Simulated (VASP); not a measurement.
# InP (F-43m) in VASP: settings compared

The runs below take InP through relaxation of cell and atoms, with PBE+D3(BJ), PBEsol.

Program: VASP 6.6.1. These are calculated values, not measurements. Logs are shortened: lines on timing, memory, paths and dates and some standing lists are left out, and cuts for length are marked.

**1. Starting point**

The structure is cubic, space group F-43m (No. 216). Conventional cell: a = 5.904 Å, b = 5.904 Å, c = 5.904 Å, α = 90.00°, β = 90.00°, γ = 90.00°. In (site symmetry -43m) has 4 P at 2.56 Å as nearest neighbours. P (site symmetry -43m) has 4 In at 2.56 Å as nearest neighbours.

The cell is a database's computed one.

**2. Relaxation of cell and atoms, PBE+D3(BJ)**

Input file INCAR:

```
SYSTEM = InP
PREC = Accurate
ENCUT = 600
EDIFF = 1E-7
ISMEAR = 0
SIGMA = 0.02
LREAL = .FALSE.
LASPH = .TRUE.
NELM = 100
ALGO = Normal
ISIF = 3
LWAVE = .FALSE.
LCHARG = .FALSE.
GGA = PE
IVDW = 12
IBRION = 2
NSW = 90
EDIFFG = -0.005
```

Input file KPOINTS:

```
Automatic mesh
0
G
  10 10 10
  0 0 0
```

Input file POSCAR:

```
InP
1.0
    0.0000000000      2.9519763900      2.9519763900
    2.9519763900      0.0000000000      2.9519763900
    2.9519763900      2.9519763900      0.0000000000
In P
1 1
Direct
    0.0000000000      0.0000000000      0.0000000000
    0.7500000000      0.7500000000      0.7500000000
```

Potentials or basis: VASP PAW PBE potentials, release 64 (In_d, P).

Run with:

```
> cat potpaw_PBE.64/In_d/POTCAR potpaw_PBE.64/P/POTCAR > POTCAR
> mpirun -np 1 vasp_std > vasp.out
```

OUTCAR:

```text
SYSTEM = InP
   PREC = Accurate
   ENCUT = 600
   EDIFF = 1E-7
   ISMEAR = 0
   LREAL = .FALSE.
   LASPH = .TRUE.
   NELM = 100
   ISIF = 3
   GGA = PE
   IVDW = 12
   IBRION = 2
   NSW = 90
   EDIFFG = -0.005
 IVDW          = 12

 ion  position               nearest neighbor table
   1  0.000  0.000  0.000-   2 2.56   2 2.56   2 2.56   2 2.56
   2  0.750  0.750  0.750-   1 2.56   1 2.56   1 2.56   1 2.56

  LATTYP: Found a face centered cubic cell.
 ALAT       =     5.9039527800

  Lattice vectors:

 A1 = (   0.0000000000,   2.9519763900,   2.9519763900)
 A2 = (   2.9519763900,   0.0000000000,   2.9519763900)
 A3 = (   2.9519763900,   2.9519763900,   0.0000000000)

Analysis of symmetry for initial positions (statically):
=====================================================================
 Subroutine PRICEL returns:
 Original cell was already a primitive cell.

 Routine SETGRP: Setting up the symmetry group for a
 face centered cubic supercell.

 Subroutine GETGRP returns: Found 24 space group operations
 (whereof 24 operations were pure point group operations)
 out of a pool of 48 trial point group operations.

The static configuration has the point symmetry T_d .

Analysis of symmetry for dynamics (positions and initial velocities):
=====================================================================
 Subroutine PRICEL returns:
 Original cell was already a primitive cell.

 Routine SETGRP: Setting up the symmetry group for a
 face centered cubic supercell.

 Subroutine GETGRP returns: Found 24 space group operations
 (whereof 24 operations were pure point group operations)
 out of a pool of 48 trial point group operations.

The dynamic configuration has the point symmetry T_d .

 Subroutine INISYM returns: Found 24 space group operations
 (whereof 24 operations are pure point group operations),
 and found     1 'primitive' translations

----------------------------------------------------------------------------------------

                                     Primitive cell

  volume of cell :      51.4480

  direct lattice vectors                    reciprocal lattice vectors
     0.000000000  2.951976390  2.951976390    -0.169378048  0.169378048  0.169378048
     2.951976390  0.000000000  2.951976390     0.169378048 -0.169378048  0.169378048
     2.951976390  2.951976390  0.000000000     0.169378048  0.169378048 -0.169378048

  length of vectors
     4.174725047  4.174725047  4.174725047     0.293371386  0.293371386  0.293371386

  position of ions in fractional coordinates (direct lattice)
     0.000000000  0.000000000  0.000000000
     0.750000000  0.750000000  0.750000000

  ion indices of the primitive-cell ions
   primitive index   ion index
                 1           1
                 2           2

----------------------------------------------------------------------------------------

 KPOINTS: Automatic mesh

Automatic generation of k-mesh.
 Grid dimensions read from file:
 generate k-points for:   10   10   10

 Generating k-lattice:

  Cartesian coordinates                     Fractional coordinates (reciprocal lattice)
    -0.016937805  0.016937805  0.016937805     0.100000000  0.000000000  0.000000000
     0.016937805 -0.016937805  0.016937805     0.000000000  0.100000000  0.000000000
     0.016937805  0.016937805 -0.016937805     0.000000000  0.000000000  0.100000000

  Length of vectors
     0.029337139  0.029337139  0.029337139

  Shift w.r.t. Gamma in fractional coordinates (k-lattice)
     0.000000000  0.000000000  0.000000000

 Subroutine IBZKPT returns following result:
 ===========================================

 Found     47 irreducible k-points:

 Following reciprocal coordinates:
            Coordinates               Weight
  0.000000  0.000000  0.000000      1.000000
  0.100000  0.000000  0.000000      8.000000
  0.200000  0.000000  0.000000      8.000000
  0.300000  0.000000  0.000000      8.000000
  0.400000  0.000000  0.000000      8.000000
  0.500000  0.000000  0.000000      4.000000
[... 16 lines left out ...]
  0.300000  0.300000  0.000000      6.000000
  0.400000  0.300000  0.000000     24.000000
 [... further k-points ...]
   k-points           NKPTS =     47   k-points in BZ     NKDIM =     47   number of bands    NBANDS=     13
   number of dos      NEDOS =    301   number of ions     NIONS =      2
   total plane-waves  NPLWV =  46656
   dimension x,y,z NGX =    36 NGY =   36 NGZ =   36
   dimension x,y,z NGXF=    72 NGYF=   72 NGZF=   72
   ions per type =               1   1
   NGX,Y,Z   is equivalent  to a cutoff of  14.34, 14.34, 14.34 a.u.
   NGXF,Y,Z  is equivalent  to a cutoff of  28.67, 28.67, 28.67 a.u.
 SYSTEM =  InP
   PREC   = accura    normal or accurate (medium, high low for compatibility)
   ISTART =      0    job   : 0-new  1-cont  2-samecut
   ICHARG =      2    charge: 1-file 2-atom 10-const
   ISPIN  =      1    spin polarized calculation?
   LNONCOLLINEAR =      F non collinear calculations
   LSORBIT =      F    spin-orbit coupling
   LASPH  =      T    aspherical Exc in radial PAW
   ENCUT  =  600.0 eV  44.10 Ry    6.64 a.u.   8.34  8.34  8.34*2*pi/ulx,y,z
   NELM   =    100;   NELMIN=  2; NELMDL= -5     # of ELM steps
   EDIFF  = 0.1E-06   stopping-criterion for ELM
   LREAL  =      F    real-space projection
   EDIFFG = -.5E-02   stopping-criterion for IOM
   NSW    =     90    number of steps for IOM
   IBRION =      2    ionic relax: 0-MD 1-quasi-New 2-CG
   NFREE  =      1    steps in history (QN), initial steepest desc. (CG)
   ISIF   =      3    stress and relaxation
   ISYM   =      2    0-nonsym 1-usesym 2-fastsym
   POTIM  = 0.5000    time-step for ionic-motion
   TEBEG  =    0.0;   TEEND  =   0.0 temperature during run
   PSTRESS=    0.0 pullay stress
   NELECT =      18.0000    total number of electrons
   NUPDOWN=      -1.0000    fix difference up-down
   EMIN   =  10.00;   EMAX   =-10.00  energy-range for DOS
   EFERMI =   0.00;   METHOD = LEGACY
   ISMEAR =     0;   SIGMA  =   0.02  broadening in eV -4-tet -1-fermi 0-gaus
   EFERMI_NEDOS =   21; number of points for ismear=-14 and -15
   IALGO  =     38    algorithm
   IMIX   =      4    mixing-type and parameters
     AMIX     =   0.40;   BMIX     =  1.00
     AMIX_MAG =   1.60;   BMIX_MAG =  1.00
  volume/ion in A,a.u.               =      25.72       173.59
  Fermi-wavevector in a.u.,A,eV,Ry     =   1.153567  2.179925 18.105499  1.330717
  Thomas-Fermi vector in A             =   2.290210
   LORBIT       =      0    0 simple, 1 ext, 2 COOP (PROOUT), +10 PAW based schemes
   GGA     = PE    functional components
   LHFCALC =     F    Hartree Fock is set to
   AEXX    =    0.0000 exact exchange contribution
   IVDW    =    12    specifies the selected vdW correction
   LEPSILON=     F    determine dielectric tensor
   LRPA    =     F    only Hartree local field effects (RPA)
 conjugate gradient relaxation of ions
 non-spin polarized calculation
 Gauss-broadening in eV      SIGMA  =   0.02
  energy-cutoff  :      600.00
  volume of cell :       51.45
 maximum number of plane-waves:      1759
 NGX is ok and might be reduce to    36
   NGX = 17   NGY = 17   NGZ = 17

--------------------------------------- Ionic step        1  -------------------------------------------

 number of electron      17.9999998 magnetization

 Free energy of the ion-electron system (eV)
  ---------------------------------------------------
  ext. energy  EPLUGINS =         0.00000000
  ---------------------------------------------------
  free energy    TOTEN  =        -8.40021844 eV

  energy without entropy =       -8.40021844  energy(sigma->0) =       -8.40021844

------------------------ aborting loop because EDIFF is reached ----------------------------------------

 Edisp (eV)   -0.61226

 E8    (eV) :    -0.2721

  FORCE on cell =-STRESS in cart. coord.  units (eV):
  Direction    XX          YY          ZZ          XY          YZ          ZX
  --------------------------------------------------------------------------------------
  -------------------------------------------------------------------------------------
  Total      -0.11384    -0.11384    -0.11384     0.00000     0.00000    -0.00000
  in kB      -3.54520    -3.54520    -3.54520     0.00000     0.00000    -0.00000
  external pressure =       -3.55 kB  Pullay stress =        0.00 kB
[... 61 lines left out ...]
  energy  without entropy=       -9.0127312587  energy(sigma->0) =       -9.01273126

--------------------------------------- Ionic step        3  -------------------------------------------

 number of electron      17.9999998 magnetization

 Free energy of the ion-electron system (eV)
  ---------------------------------------------------
  ext. energy  EPLUGINS =         0.00000000
  ---------------------------------------------------
  free energy    TOTEN  =        -8.39671834 eV

  energy without entropy =       -8.39671834  energy(sigma->0) =       -8.39671834

 E-fermi :   5.1284     XC(G=0):  -9.2109

 val. band max:        5.0111635984   @ k =   0.0000   0.0000   0.0000
 cond. band min:       5.6346069068   @ k =   0.0000   0.0000   0.0000
 fundamental gap:      0.6234433084
 Fermi energy:         5.1284379255

 k-point     1 :       0.0000    0.0000    0.0000
  band No.  band energies     occupation
      1      -9.1419      2.00000
      2      -9.1419      2.00000
      3      -9.1419      2.00000
      4      -8.9979      2.00000
      5      -8.9979      2.00000
      6      -6.3954      2.00000
      7       5.0112      2.00000
      8       5.0112      2.00000
      9       5.0112      2.00000
     10       5.6346      0.00000
     11       9.1041      0.00000
     12       9.1041      0.00000
     13       9.1041      0.00000
[... 353 lines left out ...]
 k-point    24 :       0.4000    0.3000    0.0000
  band No.  band energies     occupation
      1      -9.2827      2.00000
      2      -9.0696      2.00000
      3      -9.0665      2.00000
      4      -9.0306      2.00000
      5      -8.9727      2.00000
      6      -4.7702      2.00000
      7       0.3189      2.00000
      8       2.8769      2.00000
      9       3.1367      2.00000
     10       7.2835      0.00000
     11       8.0365      0.00000
     12      11.8246      0.00000
     13      12.4681      0.00000

 [... further k-points ...]

------------------------ aborting loop because EDIFF is reached ----------------------------------------

 Edisp (eV)   -0.61609

 E8    (eV) :    -0.2738

  FORCE on cell =-STRESS in cart. coord.  units (eV):
  Direction    XX          YY          ZZ          XY          YZ          ZX
  --------------------------------------------------------------------------------------
  -------------------------------------------------------------------------------------
  Total       0.00272     0.00272     0.00272     0.00000     0.00000    -0.00000
  in kB       0.08515     0.08515     0.08515     0.00000     0.00000    -0.00000
  external pressure =        0.09 kB  Pullay stress =        0.00 kB
[... 17 lines left out ...]
  FREE ENERGIE OF THE ION-ELECTRON SYSTEM (eV)
  ---------------------------------------------------
  free  energy   TOTEN  =        -9.0128056169 eV

  energy  without entropy=       -9.0128056169  energy(sigma->0) =       -9.01280562

 reached required accuracy - stopping structural energy minimisation
```

It took 71 s on 1 thread of Intel Xeon 6975P-C (Granite Rapids), shared host; peak memory 0.24 GiB.

What came out:

```yaml
Free_energy: -9.0128 eV
Relaxed_volume: 25.58 Å³/atom
Relaxed_cell: a = 4.167 Å, b = 4.167 Å, c = 4.167 Å, α = 60.00°, β = 60.00°, γ = 60.00°
Space_group_after_relaxing_to_0.05_Å: F-43m (No. 216)
Energy_gained_by_relaxing: 0.2 meV/atom
Ionic_steps: 3
Pressure_after_relaxing: 0.0 GPa
Band_gap_on_the_k_mesh: 0.62 eV, direct
Dispersion_energy_per_atom: -0.308 eV
```

Step by step:
```csv
step,energy change (eV),largest force (eV/Å),pressure (GPa),volume (Å³)
1,0.0000,0.0000,-0.35,51.45
2,-0.0002,0.0000,0.18,51.03
3,-0.0003,0.0000,0.01,51.16
```

Final structure:
```yaml
crystal:
  lattice:
    - [0.00000, 2.94647, 2.94647]
    - [2.94647, 0.00000, 2.94647]
    - [2.94647, 2.94647, 0.00000]
  atoms:
    - { symbol: In, position: [0.00000, 0.00000, 0.00000] }
    - { symbol: P, position: [0.75000, 0.75000, 0.75000] }
```

Caveat: spin-orbit coupling is left out, which moves the levels of the heavy elements.

[end of part 1 of 2]
